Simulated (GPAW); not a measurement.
# Ga in GPAW: the effect of strain tetragonal

The system is Ga.

```xyz
1
Lattice="-1.3290 1.3290 2.5078 1.3290 -1.3290 2.5078 1.3290 1.3290 -2.5078" Properties=species:S:1:pos:R:3 pbc="T T T"
Ga    0.0000    0.0000    0.0000
```

This isn't the form of Ga at room conditions, which is orthorhombic.

Alike in all runs:

```yaml
Program: GPAW 26.7.0
Task: single point
Functional: PBEsol
Potentials_or_basis: PAW data sets generated in the run's folder for this functional
Cutoff: 600 eV
Basis: pw
k_mesh: 13 × 13 × 13
Occupations: fermi-dirac, width 0.05 eV
Spin: no spin polarisation
Maxiter: 150
```

```csv
strain tetragonal,pressure (GPa)
-0.04,?
-0.02,0.7
-0.01,0.3
0,0.1
0.01,0.0
0.02,0.3
0.04,0.6
```

Question: What does the run with strain tetragonal -0.04 give?

Answer: Pressure 1.4 GPa.

Worked out: A parabola through the other rows of the pressure, of slope -63.2 GPa per unit of strain tetragonal there, extrapolates to 1.7 GPa, against the run's 1.4.

Caveats: the density grid can change from cell to cell, which puts small steps into energies and stress.
